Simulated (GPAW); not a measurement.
# BN (R3m) in GPAW: reference runs

Aim: a first look at BN with PBE, on the cell as given and on a disturbed one.

Everything below comes from runs of GPAW 26.7.0. Logs are shortened: lines on timing, memory, paths and dates and some standing lists are left out, and cuts for length are marked. The log counts tension as positive stress, the text compression.

### 1 The structure

It takes space group R3m (No. 160, trigonal). The conventional cell has a = 2.502 Å, b = 2.502 Å, c = 10.119 Å, α = 90.00°, β = 90.00°, γ = 120.00°. N (site symmetry 3m) has 3 B at 1.44 Å as nearest neighbours. B (site symmetry 3m) is surrounded by 3 N at 1.44 Å.

The cell is a database's computed one.

### 2 Single point, PBE (atoms moved at random, drawn with an rms of 0.05 Å)

Contents of run.py:

```python
from ase.dft.bandgap import bandgap
from ase.io import read, write
from ase.units import GPa
from gpaw import GPAW, PW

atoms = read('BN.xyz')

calc = GPAW(mode=PW(800),
            xc='PBE',
            kpts={'size': (12, 12, 12), 'gamma': True},
            occupations={'name': 'fermi-dirac', 'width': 0.05},
            nbands=11,
            convergence={'density': 1e-05, 'energy': 1e-05},
            maxiter=150,
            txt='gpaw.txt')
atoms.calc = calc
energy = atoms.get_potential_energy()
forces = atoms.get_forces()
stress = atoms.get_stress()
calc.write('gs.gpw')
write('result.traj', atoms)
print(f'Energy: {energy:.6f} eV')
print('Forces (eV/A):')
print(forces.round(4))
print('Stress (GPa):', (stress / GPa).round(3))
print('Fermi level:', round(calc.get_fermi_level(), 4), 'eV')
print(f'Gap: {bandgap(calc)[0]:.4f} eV, direct: {bandgap(calc, direct=True)[0]:.4f} eV')
```

Contents of BN.xyz:

```xyz
2
Lattice="1.2511217832 0.7223354983 3.3729344033 -1.2511217832 0.7223354983 3.3729344033 0.0000000000 -1.4446709966 3.3729344033" Properties=species:S:1:pos:R:3 pbc="T T T"
N      0.0391363405      0.0428857809      6.7376995595
B     -0.0333536556     -0.0239923736      0.0513562992
```

Potentials or basis: GPAW PAW data sets (gpaw-data 1.2.1), pw.

On the command line:

```
> OMP_NUM_THREADS=1 python run.py
```

gpaw.txt:

```text
__  _  _
 | _ |_)|_||  |
 |__||  | ||/\| - 26.7.0

Input parameters:
  mode=PW(ecut=800.0),
  convergence={'density': 1e-05, 'energy': 1e-05},
  kpts=MonkhorstPack(size=(12, 12, 12), gamma=True),
  maxiter=150,
  nbands=11,
  occupations=Occupations(name='fermi-dirac', width=0.05),
  xc=XC(name='PBE')

Diagonalizing LCAO Hamiltonian
Converting LCAO to pw mode

       N

       B

Atoms  # Å, Bohr magnetons
|   | symbol |         x |         y |        z |    initial magnetic moments |
|---|--------|-----------|-----------|----------|-----------------------------|
| 0 |      N |  0.039136 |  0.042886 | 6.737700 | ( 0.0000,  0.0000,  0.0000) |
| 1 |      B | -0.033354 | -0.023992 | 0.051356 | ( 0.0000,  0.0000,  0.0000) |

Unit cell  # Å
| periodic |         x |         y |        z |  lengths |    angles |
|----------|-----------|-----------|----------|----------|-----------|
|      yes |  1.251122 |  0.722335 | 3.372934 | 3.669300 | 39.871987 |
|      yes | -1.251122 |  0.722335 | 3.372934 | 3.669300 | 39.871987 |
|      yes |  0.000000 | -1.444671 | 3.372934 | 3.669300 | 39.871987 |

Number of symmetries: 1
Symmetry operations  # r_c * U_cc + t_c -> r_c
|   | kind |            matrix            |
|---|------|------------------------------|
| 0 |  E   |  1, 0, 0,  0, 1, 0,  0, 0, 1 |

BZ-sampling:
  Number of BZ points: 1728
  Number of IBZ points: 868

  Monkhorst-Pack size: [12, 12, 12]
  Monkhorst-Pack shift: [0.041666666666666664, 0.041666666666666664, 0.041666666666666664]

K-points  # in reciprocal-cell coordinates
|     |                                coordinates |     weight |
|-----|--------------------------------------------|------------|
|   0 | ( -0.00000000,  -0.00000000,  -0.00000000) | 0.00057870 |
|   1 | ( -0.00000000,  -0.00000000,   0.08333333) | 0.00115741 |
|   2 | ( -0.00000000,  -0.00000000,   0.16666667) | 0.00115741 |
|   3 | ( -0.00000000,  -0.00000000,   0.25000000) | 0.00115741 |
|   4 | ( -0.00000000,  -0.00000000,   0.33333333) | 0.00115741 |
|   5 | ( -0.00000000,  -0.00000000,   0.41666667) | 0.00115741 |
|   6 | ( -0.00000000,  -0.00000000,   0.50000000) | 0.00057870 |
|   7 | ( -0.00000000,   0.08333333,  -0.41666667) | 0.00115741 |
|   8 | ( -0.00000000,   0.08333333,  -0.33333333) | 0.00115741 |
|   9 | ( -0.00000000,   0.08333333,  -0.25000000) | 0.00115741 |
| ... |                                            |            |
| 867 | (  0.50000000,   0.50000000,   0.50000000) | 0.00057870 |

Plane wave coefficients: 954
Cutoff: 800.0 eV

Spin-components: 1 (collinear spins)
Bands:           11
Projectors:      10
Spin-degeneracy: 2
Datatype:        complex128

Density:
  Valence electrons: 8.0
  Components: 1
  Grid points: [24 24 24]
  Charge: 0.0  # |e|

Potential:
  Grid points: [24 24 24]

species:
  N:
    name:    Nitrogen
    Z:       7.0
    valence: 5
    core:    2
    charge:  0.0  # [|e|]
    compensation charges:
      type: gauss
      rc: 0.18  # [Å]
      lmax: 2
    cutoffs:
      filter: 1.11  # [Å]
      core: 0.96  # [Å]
    projectors
    | kind |    occ | energy [eV] | rcut [Å] |
    |------|--------|-------------|----------|
    |   2s |  2.000 |     -18.583 |    0.603 |
    |   2p |  3.000 |      -7.089 |    0.529 |
    |    s |        |       8.629 |    0.603 |
    |    p |        |      20.123 |    0.529 |
    |    d |        |       0.000 |    0.577 |

    Using partial waves for N as LCAO basis

  B:
    name:    Boron
    Z:       5.0
    valence: 3
    core:    2
    charge:  0.0  # [|e|]
    compensation charges:
      type: gauss
      rc: 0.20  # [Å]
      lmax: 2
    cutoffs:
      filter: 1.14  # [Å]
      core: 1.38  # [Å]
    projectors
    | kind |    occ | energy [eV] | rcut [Å] |
    |------|--------|-------------|----------|
    |   2s |  2.000 |      -9.443 |    0.635 |
    |   2p |  1.000 |      -3.606 |    0.635 |
    |    s |        |      17.768 |    0.635 |
    |    p |        |      23.605 |    0.635 |
    |    d |        |       0.000 |    0.635 |

    Using partial waves for B as LCAO basis

Reference energy: -2151.211071  # eV

eigensolver:
  PPCG
  Converge bands: occupied
  niter=2

density mixing:
  MSR1-Mixer
  Pratt-step length: 0.05
  Maximum mixing coefficient: 0.75
  Old densities: 10
  SVD Regularization: 0.005
  Good broyden scale: 1.0
  Trust region scale: 1.0
  Backstep threshold: 4.0
  History deletion threshold: 6.0
  Fourier metric: weight=20.0, sigma=0.015

occupation numbers:
  Fermi-Dirac:
    width: 0.0500  # eV

poisson solver:
  ecut: 6400.0  # eV

xc functional:
  name: PBE with 2 nearest neighbor stencil

convergence criteria:
- Maximum integral of absolute [dens]ity change: 1e-05 electrons / valence electron
- Maximum [total energy] change in last 3 cyles: 1e-05 eV / valence electron
- Maximum integral of absolute [eigenst]ate change: 4e-08 eV^2 / valence electron
maximum number of iterations: 150

SCF iterations
|iter     | |      energy | eigst |  dens |
|---------|-|-------------|-------|-------|
|iter:   1| |  -19.053772 | +0.48 |       |
|iter:   2| |  -18.718159 | -1.37 | -0.64 |
|iter:   3| |  -17.442357 | -1.00 | -0.68 |
|iter:   4| |  -17.420063 | -2.41 | -1.33 |
|iter:   5| |  -17.419436 | -3.16 | -1.70 |
|iter:   6| |  -17.419650 | -4.50 | -2.30 |
|iter:   7| |  -17.419653 | -6.13 | -3.42 |
|iter:   8| |  -17.419654c| -7.62c| -3.97 |
|iter:   9| |  -17.419654c| -7.93c| -4.78 |
|iter:  10| |  -17.419654c| -8.92c| -5.66c|

Converged in 10 steps
Energy contributions relative to reference atoms: (reference = -2151.211071)

Energy contributions:
  Kinetic:          18.927947
  Coulomb:         -18.786164
  Zero:              0.098699
  External:          0.000000
  Xc:              -17.660135
  Entropy:          -0.000000
  Spinorbit:         0.000000
  ----------------------------
  Free energy:     -17.419654
  Extrapolated:    -17.419654

dipole moment: (3.794049, 2.205222, -3.101124)  # |e|*Ang

Fermi level: 4.809
Eigenvalues  # (at kpt = [-0.000, -0.000, -0.000])
| band index |      eig [eV] | occ [0-2] |
|------------|---------------|-----------|
|          0 |       -13.911 |     2.000 |
|          1 |        -0.337 |     2.000 |
|          2 |         1.455 |     2.000 |
|          3 |         3.735 |     2.000 |
|          4 |         8.971 |     0.000 |
|          5 |        14.083 |     0.000 |
|          6 |        17.089 |     0.000 |
|          7 |        17.166 |     0.000 |
|          8 |        18.690 |     0.000 |
|          9 |        29.708 |     0.000 |
|         10 |        31.385 |     0.000 |

Gap: 3.723 eV
Transition (v -> c):
  (s=0, k=32, n=3, [-0.00, 0.25, -0.33]) -> (s=0, k=861, n=4, [0.50, 0.50, -0.00])
Direct/indirect transitions are different
Direct gap: 4.592 eV
Transition at: (s=0, k=655, n=3, [0.42, -0.42, -0.00])

Forces  # eV/Ang
|        x |        y |        z |
|----------|----------|----------|
| -2.39632 | -2.74330 |  0.73352 |  # N    0
|  2.39624 |  2.74327 | -0.73346 |  # B    1

Stress tensor  # eV/Ang^3
|         x |         y |         z |
|-----------|-----------|-----------|
| -0.004969 |  0.043136 | -0.008169 |
|  0.043136 | -0.099761 | -0.009281 |
| -0.008169 | -0.009281 | -0.007196 |

# Writing to gs.gpw (mode='')
```

stdout:

```text
<dir> UserWarning: The angles between your unit-cell vectors are 39.9, 39.9 and 39.9 degrees.  Results may be wrong!  Please Niggli-reduce your unit-cell so that the angles are closer to 90 degrees:

  from ase.build import niggli_reduce
  niggli_reduce(atoms)

  warnings.warn(
Energy: -17.419654 eV
Forces (eV/A):
[[-2.3963 -2.7433  0.7335]
 [ 2.3962  2.7433 -0.7335]]
Stress (GPa): [ -0.796 -15.983  -1.153  -1.487  -1.309   6.911]
Fermi level: 4.8087 eV
Gap: 3.7233 eV, direct: 4.5920 eV
```

It took 4.5 min on 1 thread of Arm Neoverse V1, shared host; peak memory 0.48 GiB.

Results:

```
Free energy            : -17.4197 eV
Pressure               : 6.0 GPa
Largest force          : 3.716 eV/Å
Band gap on the k mesh : 3.72 eV, indirect (least direct gap 4.59 eV)
```

Forces on the atoms (eV/Å):
```
N   -2.396 -2.743  0.734
B    2.396  2.743 -0.733
```

Levels at points of the mesh, in eV from the valence-band top:
| k point | band 1 | band 2 | band 3 | band 4 | band 5 | band 6 | band 7 |
| --- | --- | --- | --- | --- | --- | --- | --- |
| (0.00, 0.00, 0.00) | -17.79 | -4.22 | -2.42 | -0.14 | 5.09 | 10.20 | 13.21 |
| (0.00, 0.00, 0.50) | -14.73 | -9.06 | -3.61 | -0.45 | 4.87 | 9.75 | 13.07 |
| (0.00, 0.50, 0.00) | -14.68 | -9.01 | -3.76 | -0.58 | 5.15 | 9.55 | 13.06 |
| (0.00, 0.50, 0.50) | -14.42 | -8.60 | -4.74 | -1.54 | 4.87 | 9.79 | 14.23 |
| (0.50, 0.00, 0.00) | -14.49 | -8.72 | -4.69 | -1.02 | 6.16 | 9.69 | 13.10 |
| (0.50, 0.00, 0.50) | -14.62 | -8.89 | -3.82 | -1.09 | 3.97 | 9.58 | 14.36 |
| (0.50, 0.50, 0.00) | -14.66 | -8.94 | -3.67 | -0.95 | 3.72 | 9.80 | 14.37 |
| (0.50, 0.50, 0.50) | -17.53 | -6.17 | -2.44 | -0.16 | 9.92 | 10.14 | 12.36 |

Caveat: the program warned that so skewed a cell can give wrong results.

### 3 Single point, PBE

run.py, as its differences from that of step 2:

```diff
@@ -1,7 +1,15 @@
+from ase import Atoms
 from ase.dft.bandgap import bandgap
-from ase.io import read, write
-from ase.units import GPa
+from ase.io import write
+from ase.units import Bohr, GPa
 from gpaw import GPAW, PW
+from gpaw.elf import elf_from_dft_calculation
 
-atoms = read('BN.xyz')
+atoms = Atoms(['N', 'B'],
+              cell=[[1.2511217832, 0.7223354983, 3.3729344033],
+                    [-1.2511217832, 0.7223354983, 3.3729344033],
+                    [0.0, -1.4446709966, 3.3729344033]],
+              scaled_positions=[[0.6672382, 0.6672382, 0.6672382],
+                                [0.0003288, 0.0003288, 0.0003288]],
+              pbc=True)
 
@@ -27 +35,6 @@
 print(f'Gap: {bandgap(calc)[0]:.4f} eV, direct: {bandgap(calc, direct=True)[0]:.4f} eV')
+
+# fields on the real-space grid
+write('density.cube', atoms, data=calc.get_pseudo_density() * Bohr**3)
+write('potential.cube', atoms, data=calc.get_electrostatic_potential())
+write('elf.cube', atoms, data=elf_from_dft_calculation(calc).data)
```

Potentials or basis: GPAW PAW data sets (gpaw-data 1.2.1), pw.

On the command line:

```
> OMP_NUM_THREADS=1 python run.py
```

gpaw.txt:

```text
__  _  _
 | _ |_)|_||  |
 |__||  | ||/\| - 26.7.0

Input parameters:
  mode=PW(ecut=800.0),
  convergence={'density': 1e-05, 'energy': 1e-05},
  kpts=MonkhorstPack(size=(12, 12, 12), gamma=True),
  maxiter=150,
  nbands=11,
  occupations=Occupations(name='fermi-dirac', width=0.05),
  xc=XC(name='PBE')

Diagonalizing LCAO Hamiltonian
Converting LCAO to pw mode

       N

       B

Atoms  # Å, Bohr magnetons
|   | symbol |         x |         y |        z |    initial magnetic moments |
|---|--------|-----------|-----------|----------|-----------------------------|
| 0 |      N |  0.000000 |  0.000000 | 6.751652 | ( 0.0000,  0.0000,  0.0000) |
| 1 |      B | -0.000000 | -0.000000 | 0.003327 | ( 0.0000,  0.0000,  0.0000) |

Unit cell  # Å
| periodic |         x |         y |        z |  lengths |    angles |
|----------|-----------|-----------|----------|----------|-----------|
|      yes |  1.251122 |  0.722335 | 3.372934 | 3.669300 | 39.871987 |
[... 159 lines left out ...]
  External:          0.000000
  Xc:              -17.567063
  Entropy:          -0.000000
  Spinorbit:         0.000000
  ----------------------------
  Free energy:     -17.630067
  Extrapolated:    -17.630067

dipole moment: (0.000000, -0.000000, -13.655119)  # |e|*Ang

Fermi level: 4.856
Eigenvalues  # (at kpt = [-0.000, -0.000, -0.000])
| band index |      eig [eV] | occ [0-2] |
|------------|---------------|-----------|
|          0 |       -13.909 |     2.000 |
|          1 |        -0.318 |     2.000 |
|          2 |         2.572 |     2.000 |
|          3 |         2.572 |     2.000 |
|          4 |         9.044 |     0.000 |
|          5 |        15.559 |     0.000 |
|          6 |        15.560 |     0.000 |
|          7 |        17.005 |     0.000 |
|          8 |        18.614 |     0.000 |
|          9 |        29.790 |     0.000 |
|         10 |        31.791 |     0.000 |

Gap: 4.285 eV
Transition (v -> c):
  (s=0, k=50, n=3, [0.33, -0.00, -0.33]) -> (s=0, k=182, n=4, [0.50, 0.50, -0.00])
Direct/indirect transitions are different
Direct gap: 4.699 eV
Transition at: (s=0, k=50, n=3, [0.33, -0.00, -0.33])

Forces  # eV/Ang
|        x |       y |        z |
|----------|---------|----------|
|  0.00000 | 0.00000 | -0.00341 |  # N    0
| -0.00000 | 0.00000 |  0.00315 |  # B    1

Stress tensor  # eV/Ang^3
|         x |         y |         z |
|-----------|-----------|-----------|
| -0.021951 |  0.000000 |  0.000000 |
| -0.000000 | -0.021951 | -0.000000 |
|  0.000000 | -0.000000 | -0.009087 |

# Writing to gs.gpw (mode='')
```

Wall time 61 s (1 thread of Arm Neoverse V1, shared host); peak memory 0.2 GiB.

Results:

- Free energy: -17.6301 eV
- Pressure: 2.8 GPa
- Largest force: 0.003 eV/Å
- Band gap on the k mesh: 4.29 eV, indirect (least direct gap 4.70 eV)

Forces in eV/Å, atoms in the order of the input:
```
N    0.000  0.000 -0.003
B    0.000  0.000  0.003
```

Stress tensor (GPa, compression positive):
```
3.52 0.00 0.00
0.00 3.52 0.00
0.00 0.00 1.46
```

Caveat: the program warned that so skewed a cell can give wrong results.
